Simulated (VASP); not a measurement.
# ZrN (Fm-3m) in VASP: further runs

One crystal, ZrN, is run at these levels: PBE, PBE+D3(BJ), PBEsol; tasks: relaxation of cell and atoms.

Program: VASP 6.6.1. These are calculated values, not measurements. Logs are shortened: lines on timing, memory, paths and dates and some standing lists are left out, and cuts for length are marked.

### Step 1. The crystal as given

The structure is cubic, space group Fm-3m (No. 225). Conventional cell: a = 4.589 Å, b = 4.589 Å, c = 4.589 Å, α = 90.00°, β = 90.00°, γ = 90.00°. Around Zr (site symmetry m-3m) lie 6 N at 2.29 Å. N (site symmetry m-3m) is surrounded by 6 Zr at 2.29 Å.

The cell is a database's computed one.

### Step 2. Relaxation of cell and atoms, PBE

INCAR reads:

```
SYSTEM = ZrN
ALGO = Fast ; EDIFF = 1E-7
EDIFFG = -0.005 ; ENCUT = 600
GGA = PE ; IBRION = 2
ISIF = 3 ; ISMEAR = 0
LASPH = .True. ; LCHARG = .False.
LREAL = .False. ; LWAVE = .False.
NELM = 100 ; NSW = 90
PREC = Accurate ; SIGMA = 0.1
```

KPOINTS reads:

```
k-points
0
Gamma
  16 16 16
  0 0 0
```

POSCAR reads:

```
ZrN
1.0
    0.0000000000      2.2942655900      2.2942655900
    2.2942655900      0.0000000000      2.2942655900
    2.2942655900      2.2942655900      0.0000000000
Zr N
1 1
Direct
    0.5000000000      0.5000000000      0.5000000000
    0.0000000000      0.0000000000      0.0000000000
```

Potentials or basis: VASP PAW PBE potentials, release 64 (Zr_sv, N).

Started as:

```
cat potpaw_PBE.64/Zr_sv/POTCAR potpaw_PBE.64/N/POTCAR > POTCAR
mpirun -np 1 vasp_std > vasp.out
```

OUTCAR:

```text
SYSTEM = ZrN
   EDIFF = 1E-7
   EDIFFG = -0.005
   ENCUT = 600
   GGA = PE
   IBRION = 2
   ISIF = 3
   ISMEAR = 0
   LASPH = .True.
   LREAL = .False.
   NELM = 100
   NSW = 90
   PREC = Accurate

 ion  position               nearest neighbor table
   1  0.500  0.500  0.500-   2 2.29   2 2.29   2 2.29   2 2.29   2 2.29   2 2.29
   2  0.000  0.000  0.000-   1 2.29   1 2.29   1 2.29   1 2.29   1 2.29   1 2.29

  LATTYP: Found a face centered cubic cell.
 ALAT       =     4.5885311800

  Lattice vectors:

 A1 = (   0.0000000000,   2.2942655900,   2.2942655900)
 A2 = (   2.2942655900,   0.0000000000,   2.2942655900)
 A3 = (   2.2942655900,   2.2942655900,   0.0000000000)

Analysis of symmetry for initial positions (statically):
=====================================================================
 Subroutine PRICEL returns:
 Original cell was already a primitive cell.

 Routine SETGRP: Setting up the symmetry group for a
 face centered cubic supercell.

 Subroutine GETGRP returns: Found 48 space group operations
 (whereof 48 operations were pure point group operations)
 out of a pool of 48 trial point group operations.

The static configuration has the point symmetry O_h .

Analysis of symmetry for dynamics (positions and initial velocities):
=====================================================================
 Subroutine PRICEL returns:
 Original cell was already a primitive cell.

 Routine SETGRP: Setting up the symmetry group for a
 face centered cubic supercell.

 Subroutine GETGRP returns: Found 48 space group operations
 (whereof 48 operations were pure point group operations)
 out of a pool of 48 trial point group operations.

The dynamic configuration has the point symmetry O_h .

 Subroutine INISYM returns: Found 48 space group operations
 (whereof 48 operations are pure point group operations),
 and found     1 'primitive' translations

----------------------------------------------------------------------------------------

                                     Primitive cell

  volume of cell :      24.1524

  direct lattice vectors                    reciprocal lattice vectors
     0.000000000  2.294265590  2.294265590    -0.217934664  0.217934664  0.217934664
     2.294265590  0.000000000  2.294265590     0.217934664 -0.217934664  0.217934664
     2.294265590  2.294265590  0.000000000     0.217934664  0.217934664 -0.217934664

  length of vectors
     3.244581513  3.244581513  3.244581513     0.377473910  0.377473910  0.377473910

  position of ions in fractional coordinates (direct lattice)
     0.500000000  0.500000000  0.500000000
     0.000000000  0.000000000  0.000000000

  ion indices of the primitive-cell ions
   primitive index   ion index
                 1           1
                 2           2

----------------------------------------------------------------------------------------

 KPOINTS: k-points

Automatic generation of k-mesh.
 Grid dimensions read from file:
 generate k-points for:   16   16   16

 Generating k-lattice:

  Cartesian coordinates                     Fractional coordinates (reciprocal lattice)
    -0.013620916  0.013620916  0.013620916     0.062500000  0.000000000  0.000000000
     0.013620916 -0.013620916  0.013620916     0.000000000  0.062500000  0.000000000
     0.013620916  0.013620916 -0.013620916     0.000000000  0.000000000  0.062500000

  Length of vectors
     0.023592119  0.023592119  0.023592119

  Shift w.r.t. Gamma in fractional coordinates (k-lattice)
     0.000000000  0.000000000  0.000000000

 Subroutine IBZKPT returns following result:
 ===========================================

 Found    145 irreducible k-points:

 Following reciprocal coordinates:
            Coordinates               Weight
  0.000000  0.000000  0.000000      1.000000
  0.062500  0.000000  0.000000      8.000000
  0.125000  0.000000  0.000000      8.000000
  0.187500  0.000000  0.000000      8.000000
  0.250000  0.000000  0.000000      8.000000
  0.312500  0.000000  0.000000      8.000000
[... 16 lines left out ...]
 -0.125000  0.062500  0.000000     24.000000
 -0.062500  0.062500  0.000000     12.000000
 [... further k-points ...]
   k-points           NKPTS =    145   k-points in BZ     NKDIM =    145   number of bands    NBANDS=     12
   number of dos      NEDOS =    301   number of ions     NIONS =      2
   total plane-waves  NPLWV =  21952
   dimension x,y,z NGX =    28 NGY =   28 NGZ =   28
   dimension x,y,z NGXF=    56 NGYF=   56 NGZF=   56
   ions per type =               1   1
   NGX,Y,Z   is equivalent  to a cutoff of  14.35, 14.35, 14.35 a.u.
   NGXF,Y,Z  is equivalent  to a cutoff of  28.69, 28.69, 28.69 a.u.
 SYSTEM =  ZrN
   PREC   = accura    normal or accurate (medium, high low for compatibility)
   ISTART =      0    job   : 0-new  1-cont  2-samecut
   ICHARG =      2    charge: 1-file 2-atom 10-const
   ISPIN  =      1    spin polarized calculation?
   LNONCOLLINEAR =      F non collinear calculations
   LSORBIT =      F    spin-orbit coupling
   LASPH  =      T    aspherical Exc in radial PAW
   ENCUT  =  600.0 eV  44.10 Ry    6.64 a.u.   6.48  6.48  6.48*2*pi/ulx,y,z
   NELM   =    100;   NELMIN=  2; NELMDL= -5     # of ELM steps
   EDIFF  = 0.1E-06   stopping-criterion for ELM
   LREAL  =      F    real-space projection
   EDIFFG = -.5E-02   stopping-criterion for IOM
   NSW    =     90    number of steps for IOM
   IBRION =      2    ionic relax: 0-MD 1-quasi-New 2-CG
   NFREE  =      1    steps in history (QN), initial steepest desc. (CG)
   ISIF   =      3    stress and relaxation
   ISYM   =      2    0-nonsym 1-usesym 2-fastsym
   POTIM  = 0.5000    time-step for ionic-motion
   TEBEG  =    0.0;   TEEND  =   0.0 temperature during run
   PSTRESS=    0.0 pullay stress
   NELECT =      17.0000    total number of electrons
   NUPDOWN=      -1.0000    fix difference up-down
   EMIN   =  10.00;   EMAX   =-10.00  energy-range for DOS
   EFERMI =   0.00;   METHOD = LEGACY
   ISMEAR =     0;   SIGMA  =   0.10  broadening in eV -4-tet -1-fermi 0-gaus
   EFERMI_NEDOS =   21; number of points for ismear=-14 and -15
   IALGO  =     68    algorithm
   IMIX   =      4    mixing-type and parameters
     AMIX     =   0.40;   BMIX     =  1.00
     AMIX_MAG =   1.60;   BMIX_MAG =  1.00
  volume/ion in A,a.u.               =      12.08        81.49
  Fermi-wavevector in a.u.,A,eV,Ry     =   1.456255  2.751923 28.853587  2.120679
  Thomas-Fermi vector in A             =   2.573195
   LORBIT       =      0    0 simple, 1 ext, 2 COOP (PROOUT), +10 PAW based schemes
   GGA     = PE    functional components
   LHFCALC =     F    Hartree Fock is set to
   AEXX    =    0.0000 exact exchange contribution
   IVDW    =     0    specifies the selected vdW correction
   LEPSILON=     F    determine dielectric tensor
   LRPA    =     F    only Hartree local field effects (RPA)
 conjugate gradient relaxation of ions
 non-spin polarized calculation
 RMM-DIIS sequential band-by-band and
 Gauss-broadening in eV      SIGMA  =   0.10
  energy-cutoff  :      600.00
  volume of cell :       24.15
 maximum number of plane-waves:       825
 NGX is ok and might be reduce to    28
   NGX = 13   NGY = 13   NGZ = 13

--------------------------------------- Ionic step        1  -------------------------------------------

 number of electron      17.0000000 magnetization

 Free energy of the ion-electron system (eV)
  ---------------------------------------------------
  ext. energy  EPLUGINS =         0.00000000
  ---------------------------------------------------
  free energy    TOTEN  =       -20.37415438 eV

  energy without entropy =      -20.37039200  energy(sigma->0) =      -20.37227319

------------------------ aborting loop because EDIFF is reached ----------------------------------------

  FORCE on cell =-STRESS in cart. coord.  units (eV):
  Direction    XX          YY          ZZ          XY          YZ          ZX
  --------------------------------------------------------------------------------------
  -------------------------------------------------------------------------------------
  Total        0.1734977      0.1734977      0.1734977     -0.0000000     -0.0000000      0.0000000
  in kB       11.5091520     11.5091520     11.5091520     -0.0000000     -0.0000000      0.0000000
  external PRESSURE =      11.5091520 kB  Pullay stress =       0.0000000 kB
[... 57 lines left out ...]
  energy  without entropy=      -20.3695656721  energy(sigma->0) =      -20.37146179

--------------------------------------- Ionic step        3  -------------------------------------------

 number of electron      17.0000000 magnetization

 Free energy of the ion-electron system (eV)
  ---------------------------------------------------
  ext. energy  EPLUGINS =         0.00000000
  ---------------------------------------------------
  free energy    TOTEN  =       -20.37454808 eV

  energy without entropy =      -20.37077375  energy(sigma->0) =      -20.37266092

 E-fermi :  11.8800     XC(G=0): -12.4679

 val. band max:       11.8723468905   @ k =   0.4375   0.1875   0.0625
 cond. band min:      11.8864599493   @ k =  -0.1250   0.0625   0.0000
 fundamental gap:      0.0141130588
 Fermi energy:        11.8799726323

 k-point     1 :       0.0000    0.0000    0.0000
  band No.  band energies     occupation
      1     -37.7316      2.00000
      2     -15.3597      2.00000
      3     -15.3597      2.00000
      4     -15.3597      2.00000
      5      -4.3631      2.00000
      6       9.2333      2.00000
      7       9.2333      2.00000
      8       9.2333      2.00000
      9      11.4831      2.00000
     10      11.4831      2.00000
     11      11.4831      2.00000
     12      14.6950      0.00000
[... 331 lines left out ...]
 k-point    24 :      -0.0625    0.0625    0.0000
  band No.  band energies     occupation
      1     -37.7182      2.00000
      2     -15.4744      2.00000
      3     -15.3870      2.00000
      4     -15.3610      2.00000
      5      -4.1598      2.00000
      6       8.3456      2.00000
      7       8.5772      2.00000
      8       8.9051      2.00000
      9      11.6340      1.99950
     10      11.6653      1.99760
     11      12.0473      0.01793
     12      13.7769      0.00000

 [... further k-points ...]

------------------------ aborting loop because EDIFF is reached ----------------------------------------

  FORCE on cell =-STRESS in cart. coord.  units (eV):
  Direction    XX          YY          ZZ          XY          YZ          ZX
  --------------------------------------------------------------------------------------
  -------------------------------------------------------------------------------------
  Total        0.0011044      0.0011044      0.0011044      0.0000000     -0.0000000     -0.0000000
  in kB        0.0729303      0.0729303      0.0729303      0.0000000     -0.0000000     -0.0000000
  external PRESSURE =       0.0729303 kB  Pullay stress =       0.0000000 kB
[... 17 lines left out ...]
  FREE ENERGIE OF THE ION-ELECTRON SYSTEM (eV)
  ---------------------------------------------------
  free  energy   TOTEN  =       -20.3745480836 eV

  energy  without entropy=      -20.3707737529  energy(sigma->0) =      -20.37266092

 reached required accuracy - stopping structural energy minimisation
```

Run time: 1.9 min. Hardware: 1 thread of Intel Xeon 6975P-C (Granite Rapids), shared host; peak memory 0.21 GiB.

Results:

| Quantity | Value |
| --- | --- |
| Free energy | -20.3745 eV |
| Relaxed volume | 12.13 Å³/atom |
| Relaxed cell | a = 3.249 Å, b = 3.249 Å, c = 3.249 Å, α = 60.00°, β = 60.00°, γ = 60.00° |
| Space group after relaxing (to 0.05 Å) | Fm-3m (No. 225) |
| Energy gained by relaxing | 0.2 meV/atom |
| Ionic steps | 3 |
| Pressure after relaxing | 0.0 GPa |
| Band gap on the k mesh | none (metal or under the smearing width) |

The path:
```
step  energy change (eV)  largest force (eV/Å)  pressure (GPa)  volume (Å³)
   1              0.0000                0.0000            1.15        24.15
   2              0.0008                0.0000           -1.93        24.46
   3             -0.0004                0.0000            0.01        24.26
```

Final structure:
```
Zr N
1.0
     0.00000    2.29774    2.29774
     2.29774    0.00000    2.29774
     2.29774    2.29774    0.00000
Zr N
1 1
Direct
  0.50000 0.50000 0.50000
  0.00000 0.00000 0.00000
```

Levels at points of the mesh, in eV from the Fermi level:
| k point | band 5 | band 6 | band 7 | band 8 | band 9 | band 10 | band 11 | band 12 |
| --- | --- | --- | --- | --- | --- | --- | --- | --- |
| (0.00, 0.00, 0.00) | -16.24 | -2.65 | -2.65 | -2.65 | -0.40 | -0.40 | -0.40 | 2.82 |
| (0.50, 0.00, 0.00) | -14.08 | -7.62 | -5.65 | -5.65 | 2.99 | 3.05 | 3.05 | 4.72 |
| (0.50, 0.50, 0.00) | -15.71 | -4.57 | -3.45 | -3.16 | -3.16 | 3.34 | 4.48 | 4.88 |

### Step 3. Relaxation of cell and atoms, PBE+D3(BJ)

INCAR reads:

```
SYSTEM = ZrN
ALGO = Fast ; EDIFF = 1E-7
EDIFFG = -0.005 ; ENCUT = 600
GGA = PE ; IBRION = 2
ISIF = 3 ; ISMEAR = 0
IVDW = 12 ; LASPH = .True.
LCHARG = .False. ; LREAL = .False.
LWAVE = .False. ; NELM = 100
NSW = 90 ; PREC = Accurate
SIGMA = 0.1
```

KPOINTS is that of step 2.

POSCAR is that of step 2.

Potentials or basis: VASP PAW PBE potentials, release 64 (Zr_sv, N).

Started as:

```
cat potpaw_PBE.64/Zr_sv/POTCAR potpaw_PBE.64/N/POTCAR > POTCAR
mpirun -np 1 vasp_std > vasp.out
```

Wall time 2.3 min (1 thread of Intel Xeon 6975P-C (Granite Rapids), shared host); peak memory 0.21 GiB.

It converged, with:

- Free energy: -21.2308 eV
- Relaxed volume: 11.85 Å³/atom
- Relaxed cell: a = 3.224 Å, b = 3.224 Å, c = 3.224 Å, α = 60.00°, β = 60.00°, γ = 60.00°
- Space group after relaxing (to 0.05 Å): Fm-3m (No. 225)
- Energy gained by relaxing: 3.4 meV/atom
- Ionic steps: 3
- Pressure after relaxing: 0.0 GPa
- Band gap on the k mesh: none (metal or under the smearing width)
- Dispersion energy per atom: -0.433 eV

Step by step:
| step | energy change (eV) | largest force (eV/Å) | pressure (GPa) | volume (Å³) |
| --- | --- | --- | --- | --- |
| 1 | 0.0000 | 0.0000 | -4.74 | 24.15 |
| 2 | 0.0155 | 0.0000 | 9.45 | 22.92 |
| 3 | -0.0068 | 0.0000 | -0.03 | 23.71 |

Final structure:
```xyz
2
Lattice="0.0000 2.2801 2.2801 2.2801 0.0000 2.2801 2.2801 2.2801 0.0000" Properties=species:S:1:pos:R:3 pbc="T T T"
Zr    2.2801    2.2801    2.2801
N     2.2801    0.0000    2.2801
```

Levels at points of the mesh, in eV from the Fermi level:
| k point | band 7 | band 8 | band 9 | band 10 | band 11 | band 12 |
| --- | --- | --- | --- | --- | --- | --- |
| (0.00, 0.00, 0.00) | -2.68 | -2.68 | -0.41 | -0.41 | -0.41 | 3.07 |
| (0.50, 0.00, 0.00) | -5.77 | -5.77 | 3.09 | 3.16 | 3.16 | 4.83 |
| (0.50, 0.50, 0.00) | -3.55 | -3.17 | -3.17 | 3.45 | 4.64 | 5.13 |

Caveat: pairwise dispersion overbinds metals, which lowers pressure and volume.

### Step 4. Relaxation of cell and atoms, PBEsol

INCAR reads:

```
SYSTEM = ZrN
ALGO = Fast ; EDIFF = 1E-7
EDIFFG = -0.005 ; ENCUT = 300
GGA = PS ; IBRION = 2
ISIF = 3 ; ISMEAR = 0
LASPH = .True. ; LCHARG = .False.
LREAL = .False. ; LWAVE = .False.
NELM = 100 ; NSW = 90
PREC = Accurate ; SIGMA = 0.1
```

KPOINTS is that of step 3.

POSCAR is that of step 3.

Potentials or basis: VASP PAW PBE potentials, release 64 (Zr_sv, N).

Started as:

```
cat potpaw_PBE.64/Zr_sv/POTCAR potpaw_PBE.64/N/POTCAR > POTCAR
mpirun -np 1 vasp_std > vasp.out
```

OUTCAR:

```text
SYSTEM = ZrN
   EDIFF = 1E-7
   EDIFFG = -0.005
   ENCUT = 300
   GGA = PS
   IBRION = 2
   ISIF = 3
   ISMEAR = 0
   LASPH = .True.
   LREAL = .False.
   NELM = 100
   NSW = 90
   PREC = Accurate

 ion  position               nearest neighbor table
   1  0.500  0.500  0.500-   2 2.29   2 2.29   2 2.29   2 2.29   2 2.29   2 2.29
   2  0.000  0.000  0.000-   1 2.29   1 2.29   1 2.29   1 2.29   1 2.29   1 2.29

  LATTYP: Found a face centered cubic cell.
 ALAT       =     4.5885311800

  Lattice vectors:

 A1 = (   0.0000000000,   2.2942655900,   2.2942655900)
 A2 = (   2.2942655900,   0.0000000000,   2.2942655900)
 A3 = (   2.2942655900,   2.2942655900,   0.0000000000)

Analysis of symmetry for initial positions (statically):
=====================================================================
[... 415 lines left out ...]
      5      -3.7825      2.00000
      6      10.0899      2.00000
      7      10.0899      2.00000
      8      10.0899      2.00000
      9      12.3421      2.00000
     10      12.3421      2.00000
     11      12.3421      2.00000
     12      14.5367      0.00000
[... 331 lines left out ...]
 k-point    24 :      -0.0625    0.0625    0.0000
  band No.  band energies     occupation
      1     -36.4205      2.00000
      2     -14.1751      2.00000
      3     -14.0513      2.00000
      4     -14.0151      2.00000
      5      -3.5326      2.00000
      6       9.1200      2.00000
      7       9.3443      2.00000
      8       9.7091      2.00000
      9      12.5085      1.99995
     10      12.5494      1.99948
     11      12.9796      0.00900
     12      14.9341      0.00000

 [... further k-points ...]

------------------------ aborting loop because EDIFF is reached ----------------------------------------

  FORCE on cell =-STRESS in cart. coord.  units (eV):
  Direction    XX          YY          ZZ          XY          YZ          ZX
  --------------------------------------------------------------------------------------
  -------------------------------------------------------------------------------------
  Total        0.0010925      0.0010925      0.0010925      0.0000000      0.0000000     -0.0000000
  in kB        0.0781252      0.0781252      0.0781252      0.0000000      0.0000000     -0.0000000
  external PRESSURE =       0.0781252 kB  Pullay stress =       0.0000000 kB
[... 17 lines left out ...]
  FREE ENERGIE OF THE ION-ELECTRON SYSTEM (eV)
  ---------------------------------------------------
  free  energy   TOTEN  =       -21.6779505770 eV

  energy  without entropy=      -21.6742859708  energy(sigma->0) =      -21.67611827

 reached required accuracy - stopping structural energy minimisation
```

Run time: 71 s. Hardware: 1 thread of Intel Xeon 6975P-C (Granite Rapids), shared host; peak memory 0.15 GiB.

The run converged, but a check on its numbers failed (symmetry, net force, bounds or a known fault of this set-up), so they aren't taken as properties of the crystal.

Caveat: the cutoff lies under the usual one of these potentials, so the numbers hold a large basis-set error; the PAW data sets were made with another functional, which shifts forces and pressure a little.
